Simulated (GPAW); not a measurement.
Input of a GPAW 26.7.0 run:

Contents of run.py:

```python
from ase import Atoms
from ase.dft.bandgap import bandgap
from ase.io import write
from ase.units import Bohr, GPa
from gpaw import GPAW, PW
from gpaw.elf import elf_from_dft_calculation

atoms = Atoms(['In', 'P'],
              cell=[[0.0, 2.9305, 2.9305],
                    [2.9305, 0.0, 2.9305],
                    [2.9305, 2.9305, 0.0]],
              scaled_positions=[[0.0, 0.0, 0.0],
                                [0.75, 0.75, 0.75]],
              pbc=True)

calc = GPAW(mode=PW(600),
            xc='PBE',
            kpts={'size': (8, 8, 8), 'gamma': True},
            occupations={'name': 'fermi-dirac', 'width': 0.05},
            nbands=18,
            convergence={'density': 1e-05, 'energy': 1e-05},
            maxiter=150,
            txt='gpaw.txt')
atoms.calc = calc
energy = atoms.get_potential_energy()
forces = atoms.get_forces()
stress = atoms.get_stress()
calc.write('gs.gpw')
write('result.traj', atoms)
print(f'Energy: {energy:.6f} eV')
print('Forces (eV/A):')
print(forces.round(4))
print('Stress (GPa):', (stress / GPa).round(3))
print('Fermi level:', round(calc.get_fermi_level(), 4), 'eV')
print(f'Gap: {bandgap(calc)[0]:.4f} eV, direct: {bandgap(calc, direct=True)[0]:.4f} eV')

# fields on the real-space grid
write('density.cube', atoms, data=calc.get_pseudo_density() * Bohr**3)
write('potential.cube', atoms, data=calc.get_electrostatic_potential())
write('elf.cube', atoms, data=elf_from_dft_calculation(calc).data)
```

Potentials or basis: GPAW PAW data sets (gpaw-data 1.2.1), pw.

Command:

```console
$ OMP_NUM_THREADS=1 python run.py
```

Q: What does it give for the pressure?

A: 3.0 GPa.

Q: What does it give for the band gap on the k mesh?

A: 0.71 eV, direct.

Caveat: spin-orbit coupling is left out, which moves the levels of the heavy elements.

**The experiment to reproduce.**

A printed reference work, data compilation reports, for a bulk crystal of InP at 1.6 K: band gap 1.4236 eV (direct).

Measured gap of InP: 1.4236 eV (direct; 1.6 K; a printed reference work, data compilation). This calculation gives 0.71 eV (-0.71 eV). Spin-orbit coupling on In is left out. The value is that of PBE, without temperature or zero-point motion. Semilocal functionals fall short of measured gaps as a rule.
